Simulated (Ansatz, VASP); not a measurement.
Given: the input of a run of Ansatz 0.2.0 on Os (Osmium). 

The input input.yaml:

```yaml
crystal:
  lattice:
    - [2.7341, 0.0, 0.0]
    - [-1.36705, 2.3678000565, 0.0]
    - [0.0, 0.0, 4.3197]
  atoms:
    - { symbol: Os, position: [0.6666666667, 0.3333333333, 0.75] }
    - { symbol: Os, position: [0.3333333333, 0.6666666667, 0.25] }
kpoints:
  mp_grid: { grid: [11, 11, 6] }
scf:
  occupations: { method: fermi_dirac, width: 0.05 }
hamiltonian:
  xc: blyp
  dispersion: d3bj
  pseudopotentials: { kind: all_electron, lapw: { basis_error: 0.001 } }
output:
  forces: true
  stress: true
relax:
  f_tol: 0.01
  max_steps: 60
  cell: {}
```

Potentials or basis: all-electron LAPW, scalar-relativistic.

The run is started by

```bash
$ ansatz run input.yaml --threads 1 --pin off --max-ram 3072MiB --backend cpu --events-out ev --progress --plain --runs-dir out
```

Task: Set up the same calculation for VASP 6.6.1. Potentials or basis there: PBE PAW files Os, 600 eV.

Result: As run (cutoffs and basis follow the program's own potentials, and thresholds, step limits or extra output files can differ):

INCAR

```
AGGAC = 1.0 ; AGGAX = 1.0
ALDAC = 0.0 ; ALDAX = 1.0
ALGO = Fast ; EDIFF = 1E-7
EDIFFG = -0.02 ; ENCUT = 600
GGA = B5 ; IBRION = 2
ISIF = 3 ; ISMEAR = -1
IVDW = 12 ; LASPH = T
LCHARG = F ; LREAL = F
LWAVE = F ; NELM = 80
NSW = 60 ; PREC = Accurate
SIGMA = 0.05 ; VDW_A1 = 0.4298
VDW_A2 = 4.2359 ; VDW_S6 = 1.0
VDW_S8 = 2.6996
```

KPOINTS

```
k-points
0
Gamma
  11 11 6
```

Contents of POSCAR:

```
Os
1.0
    2.7341000000      0.0000000000      0.0000000000
   -1.3670500000      2.3678000565      0.0000000000
    0.0000000000      0.0000000000      4.3197000000
Os
2
Direct
    0.6666666667      0.3333333333      0.7500000000
    0.3333333333      0.6666666667      0.2500000000
```

Potentials or basis: VASP PAW PBE potentials, release 64 (Os).

Launch:

```bash
$ cat potpaw_PBE.64/Os/POTCAR > POTCAR
$ mpirun -np 1 vasp_std > vasp.out
```

Both were run:

|  | Ansatz | VASP |
| --- | --- | --- |
| Relaxed volume | 14.22 Å³/atom | 14.34 Å³/atom |
| Relaxed cell | a = 2.750 Å, b = 2.750 Å, c = 4.343 Å, α = 90.00°, β = 90.00°, γ = 120.00° | a = 2.758 Å, b = 2.758 Å, c = 4.355 Å, α = 90.00°, β = 90.00°, γ = 120.00° |
| Space group after relaxing | P6_3/mmc (No. 194) | P6_3/mmc (No. 194) |
| Pressure after relaxing | 0.0 GPa | 0.1 GPa |

VASP's potentials were made for PBE.

Where Ansatz's input types no cutoff or centring, it takes its own default and a Γ-centred mesh.

Pressure is positive in compression.
